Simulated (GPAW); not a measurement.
# AlN (F-43m) in GPAW: single point with PBE

Aim: the single point of AlN with PBE.

Everything below comes from runs of GPAW 26.7.0. Logs are shortened: lines on timing, memory, paths and dates and some standing lists are left out, and cuts for length are marked. The log counts tension as positive stress, the text compression.

### Step 1. Starting point

The structure is cubic, space group F-43m (No. 216). The conventional cell has a = 4.368 Å, b = 4.368 Å, c = 4.368 Å, α = 90.00°, β = 90.00°, γ = 90.00°. Al (site symmetry -43m) is surrounded by 4 N at 1.89 Å. N (site symmetry -43m) has 4 Al at 1.89 Å as nearest neighbours.

Measurements of this composition are mostly on another form, of space group No. 186.

### Step 2. Single point, PBE

run.py reads:

```python
from ase import Atoms
from ase.dft.bandgap import bandgap
from ase.io import write
from ase.units import GPa
from gpaw import GPAW, PW

atoms = Atoms(['Al', 'N'],
              cell=[[0.0, 2.1839935596, 2.1839935596],
                    [2.1839935596, 0.0, 2.1839935596],
                    [2.1839935596, 2.1839935596, 0.0]],
              scaled_positions=[[0.0, 0.0, 0.0],
                                [0.25, 0.25, 0.25]],
              pbc=True)

calc = GPAW(mode=PW(600),
            xc='PBE',
            kpts={'size': (8, 8, 8), 'gamma': True},
            occupations={'name': 'fermi-dirac', 'width': 0.05},
            nbands=11,
            maxiter=120,
            txt='gpaw.txt')
atoms.calc = calc
energy = atoms.get_potential_energy()
forces = atoms.get_forces()
stress = atoms.get_stress()
calc.write('gs.gpw')
write('result.traj', atoms)
print(f'Energy: {energy:.6f} eV')
print('Forces (eV/A):')
print(forces.round(4))
print('Stress (GPa):', (stress / GPa).round(3))
print('Fermi level:', round(calc.get_fermi_level(), 4), 'eV')
print(f'Gap: {bandgap(calc)[0]:.4f} eV, direct: {bandgap(calc, direct=True)[0]:.4f} eV')
```

Potentials or basis: GPAW PAW data sets (gpaw-data 1.2.1), pw.

Command:

```sh
OMP_NUM_THREADS=1 python run.py
```

gpaw.txt:

```text
__  _  _
 | _ |_)|_||  |
 |__||  | ||/\| - 26.7.0

Input parameters:
  mode=PW(ecut=600.0),
  kpts=MonkhorstPack(size=(8, 8, 8), gamma=True),
  maxiter=120,
  nbands=11,
  occupations=Occupations(name='fermi-dirac', width=0.05),
  xc=XC(name='PBE')

Diagonalizing LCAO Hamiltonian
Converting LCAO to pw mode

           N
       Al

Atoms  # Å, Bohr magnetons
|   | symbol |        x |        y |        z |    initial magnetic moments |
|---|--------|----------|----------|----------|-----------------------------|
| 0 |     Al | 0.000000 | 0.000000 | 0.000000 | ( 0.0000,  0.0000,  0.0000) |
| 1 |      N | 1.091997 | 1.091997 | 1.091997 | ( 0.0000,  0.0000,  0.0000) |

Unit cell  # Å
| periodic |        x |        y |        z |  lengths |    angles |
|----------|----------|----------|----------|----------|-----------|
|      yes | 0.000000 | 2.183994 | 2.183994 | 3.088633 | 60.000000 |
|      yes | 2.183994 | 0.000000 | 2.183994 | 3.088633 | 60.000000 |
|      yes | 2.183994 | 2.183994 | 0.000000 | 3.088633 | 60.000000 |

Number of symmetries: 24
Symmetry operations  # r_c * U_cc + t_c -> r_c
|    | kind |            matrix            |
|----|------|------------------------------|
|  0 |  E   |  1, 0, 0,  0, 1, 0,  0, 0, 1 |
|  1 |  σ   |  1, 0, 0,  0, 0, 1,  0, 1, 0 |
|  2 |  σ   |  1, 0,-1,  0, 1,-1,  0, 0,-1 |
|  3 |  C3  |  1, 0,-1,  0, 0,-1,  0, 1,-1 |
|  4 |  C3  |  1,-1, 0,  0,-1, 1,  0,-1, 0 |
|  5 |  σ   |  1,-1, 0,  0,-1, 0,  0,-1, 1 |
|  6 |  σ   |  0, 1, 0,  1, 0, 0,  0, 0, 1 |
|  7 |  C3  |  0, 1, 0,  0, 0, 1,  1, 0, 0 |
|  8 |  C2  |  0, 1,-1,  1, 0,-1,  0, 0,-1 |
|  9 |  S4  |  0, 1,-1,  0, 0,-1,  1, 0,-1 |
| 10 |  C3  |  0, 0, 1,  1, 0, 0,  0, 1, 0 |
| 11 |  σ   |  0, 0, 1,  0, 1, 0,  1, 0, 0 |
| 12 |  S4  |  0, 0,-1,  1, 0,-1,  0, 1,-1 |
| 13 |  C3  |  0, 0,-1,  0, 1,-1,  1, 0,-1 |
| 14 |  S4  |  0,-1, 1,  1,-1, 0,  0,-1, 0 |
| 15 |  C2  |  0,-1, 1,  0,-1, 0,  1,-1, 0 |
| 16 |  C3  |  0,-1, 0,  1,-1, 0,  0,-1, 1 |
| 17 |  S4  |  0,-1, 0,  0,-1, 1,  1,-1, 0 |
| 18 |  S4  | -1, 1, 0, -1, 0, 1, -1, 0, 0 |
| 19 |  C3  | -1, 1, 0, -1, 0, 0, -1, 0, 1 |
| 20 |  C3  | -1, 0, 1, -1, 1, 0, -1, 0, 0 |
| 21 |  S4  | -1, 0, 1, -1, 0, 0, -1, 1, 0 |
| 22 |  σ   | -1, 0, 0, -1, 1, 0, -1, 0, 1 |
| 23 |  C2  | -1, 0, 0, -1, 0, 1, -1, 1, 0 |

BZ-sampling:
  Number of BZ points: 512
  Number of IBZ points: 29

  Monkhorst-Pack size: [8, 8, 8]
  Monkhorst-Pack shift: [0.0625, 0.0625, 0.0625]

K-points  # in reciprocal-cell coordinates
|     |                                coordinates |     weight |
|-----|--------------------------------------------|------------|
|   0 | (  0.00000000,   0.00000000,   0.00000000) | 0.00195312 |
|   1 | (  0.12500000,   0.12500000,   0.00000000) | 0.01171875 |
|   2 | (  0.12500000,   0.12500000,   0.12500000) | 0.01562500 |
|   3 | (  0.25000000,   0.12500000,   0.12500000) | 0.02343750 |
|   4 | (  0.25000000,   0.25000000,   0.00000000) | 0.01171875 |
|   5 | (  0.25000000,   0.25000000,   0.12500000) | 0.04687500 |
|   6 | (  0.25000000,   0.25000000,   0.25000000) | 0.01562500 |
|   7 | (  0.37500000,   0.25000000,  -0.37500000) | 0.04687500 |
|   8 | (  0.37500000,   0.25000000,   0.12500000) | 0.04687500 |
|   9 | (  0.37500000,   0.25000000,   0.25000000) | 0.04687500 |
| ... |                                            |            |
|  28 | (  0.50000000,   0.50000000,   0.50000000) | 0.00781250 |

Plane wave coefficients: 725
Cutoff: 600.0 eV

Spin-components: 1 (collinear spins)
Bands:           11
Projectors:      10
Spin-degeneracy: 2
Datatype:        complex128

Parallelization:
  kpt:    1
  domain: 1
  band:   1

Density:
  Valence electrons: 8.0
  Components: 1
  Grid points: [18 18 18]
  Charge: 0.0  # |e|

Potential:
  Grid points: [18 18 18]

species:
  Al:
    name:    Aluminium
    Z:       13.0
    valence: 3
    core:    10
    charge:  0.0  # [|e|]
    compensation charges:
      type: gauss
      rc: 0.34  # [Å]
      lmax: 2
    cutoffs:
      filter: 1.91  # [Å]
      core: 2.36  # [Å]
    projectors
    | kind |    occ | energy [eV] | rcut [Å] |
    |------|--------|-------------|----------|
    |   3s |  2.000 |      -7.753 |    1.085 |
    |   3p |  1.000 |      -2.712 |    1.085 |
    |    s |        |      19.459 |    1.085 |
    |    p |        |      24.499 |    1.085 |
    |    d |        |       0.000 |    1.085 |

    Using partial waves for Al as LCAO basis

  N:
    name:    Nitrogen
    Z:       7.0
    valence: 5
    core:    2
    charge:  0.0  # [|e|]
    compensation charges:
      type: gauss
      rc: 0.18  # [Å]
      lmax: 2
    cutoffs:
      filter: 1.11  # [Å]
      core: 0.96  # [Å]
    projectors
    | kind |    occ | energy [eV] | rcut [Å] |
    |------|--------|-------------|----------|
    |   2s |  2.000 |     -18.583 |    0.603 |
    |   2p |  3.000 |      -7.089 |    0.529 |
    |    s |        |       8.629 |    0.603 |
    |    p |        |      20.123 |    0.529 |
    |    d |        |       0.000 |    0.577 |

    Using partial waves for N as LCAO basis

Reference energy: -8085.144769  # eV

eigensolver:
  PPCG
  Converge bands: occupied
  niter=2

density mixing:
  MSR1-Mixer
  Pratt-step length: 0.05
  Maximum mixing coefficient: 0.75
  Old densities: 10
  SVD Regularization: 0.005
  Good broyden scale: 1.0
  Trust region scale: 1.0
  Backstep threshold: 4.0
  History deletion threshold: 6.0
  Fourier metric: weight=20.0, sigma=0.015

occupation numbers:
  Fermi-Dirac:
    width: 0.0500  # eV

poisson solver:
  ecut: 4800.0  # eV

xc functional:
  name: PBE with 2 nearest neighbor stencil

convergence criteria:
- Maximum [total energy] change in last 3 cyles: 0.0005 eV / valence electron
- Maximum integral of absolute [dens]ity change: 0.0001 electrons / valence electron
- Maximum integral of absolute [eigenst]ate change: 4e-08 eV^2 / valence electron
maximum number of iterations: 120

SCF iterations
|iter     | |      energy | eigst |  dens |
|---------|-|-------------|-------|-------|
|iter:   1| |  -16.608926 | -0.30 |       |
|iter:   2| |  -16.095961 | -2.25 | -0.55 |
|iter:   3| |  -14.621468 | -0.92 | -0.60 |
|iter:   4| |  -14.632483 | -3.05 | -1.25 |
|iter:   5| |  -14.638658 | -3.41 | -1.54 |
|iter:   6| |  -14.638714 | -5.44 | -2.76 |
|iter:   7| |  -14.638727c| -6.38 | -3.13 |
|iter:   8| |  -14.638727c| -8.61c| -4.41c|

Converged in 8 steps
Energy contributions relative to reference atoms: (reference = -8085.144769)

Energy contributions:
  Kinetic:          16.825895
  Coulomb:         -14.213962
  Zero:             -0.019458
  External:          0.000000
  Xc:              -17.231201
  Entropy:          -0.000000
  Spinorbit:         0.000000
  ----------------------------
  Free energy:     -14.638727
  Extrapolated:    -14.638727

dipole moment: (-8.597701, -8.597701, -8.597701)  # |e|*Ang

Fermi level: 6.985
Eigenvalues  # (at kpt = [0.000, 0.000, 0.000])
| band index |      eig [eV] | occ [0-2] |
|------------|---------------|-----------|
|          0 |        -9.020 |     2.000 |
|          1 |         5.984 |     2.000 |
|          2 |         5.984 |     2.000 |
|          3 |         5.984 |     2.000 |
|          4 |        10.168 |     0.000 |
|          5 |        18.548 |     0.000 |
|          6 |        18.548 |     0.000 |
|          7 |        18.548 |     0.000 |
|          8 |        23.698 |     0.000 |
|          9 |        23.710 |     0.000 |
|         10 |        25.111 |     0.000 |

Gap: 3.306 eV
Transition (v -> c):
  (s=0, k=0, n=3, [0.00, 0.00, 0.00]) -> (s=0, k=24, n=4, [0.50, 0.50, 0.00])
Direct/indirect transitions are different
Direct gap: 4.185 eV
Transition at: (s=0, k=0, n=3, [0.00, 0.00, 0.00])

Forces  # eV/Ang
|        x |       y |       z |
|----------|---------|---------|
| -0.00000 | 0.00000 | 0.00000 |  # Al   0
| -0.00000 | 0.00000 | 0.00000 |  # N    1

Stress tensor  # eV/Ang^3
|        x |        y |        z |
|----------|----------|----------|
| 0.003106 | 0.000000 | 0.000000 |
| 0.000000 | 0.003106 | 0.000000 |
| 0.000000 | 0.000000 | 0.003106 |

# Writing to gs.gpw (mode='')
```

It used 22 s of CPU time on 1 thread of Intel(R) Xeon(R) Processor @ 2.50GHz (Skylake/Cascade Lake), with other jobs on the host, which was overloaded at the time.

What came out:

```yaml
Free_energy: -14.6387 eV
Pressure: -0.5 GPa
Band_gap_on_the_k_mesh: 3.31 eV, indirect (least direct gap 4.18 eV)
```

Caveat: the cutoff is short for stress and forces, so pressures can be off by a GPa or more. A hybrid or GW would open this gap; PBE tends to underestimate it.
